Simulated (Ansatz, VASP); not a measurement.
# One calculation of Fe, two programs

```
Fe
1.0
    -1.44300    1.44300    1.44300
     1.44300   -1.44300    1.44300
     1.44300    1.44300   -1.44300
Fe
1
Cartesian
  0.0000 0.0000 0.0000
```

Alike in both runs: task single point; functional PBE; k mesh 13 × 13 × 13; occupations gaussian, width 0.011 eV; collinear spin, ferromagnetic start.

|  | VASP | Ansatz |
| --- | --- | --- |
| version | VASP 6.6.1 | Ansatz 0.2.0 |
| potentials or method | VASP PAW PBE potentials, release 64 (Fe) | Ansatz PAW |
| plane-wave cutoff (eV) | 520 | 420 |
| valence electrons in the cell | 8 | 16 |

|  | VASP | Ansatz | Ansatz less VASP |
| --- | --- | --- | --- |
| gap on the k mesh at the Fermi level (eV) | none | none | - |
| pressure (GPa) | -9.1 | -9.7 | -0.54 |
| net moment per atom (μB) | 2.28 | 2.24 | -0.039 |
| size of the moment on the site where the two differ most (μB) | 2.29 | 2.30 | +0.009 |

Site moments also hang on the region over which each program counts them. A gap of «none» marks a metal or a gap that the smearing closes. The two sets of potentials don't hold the same shells in valence.
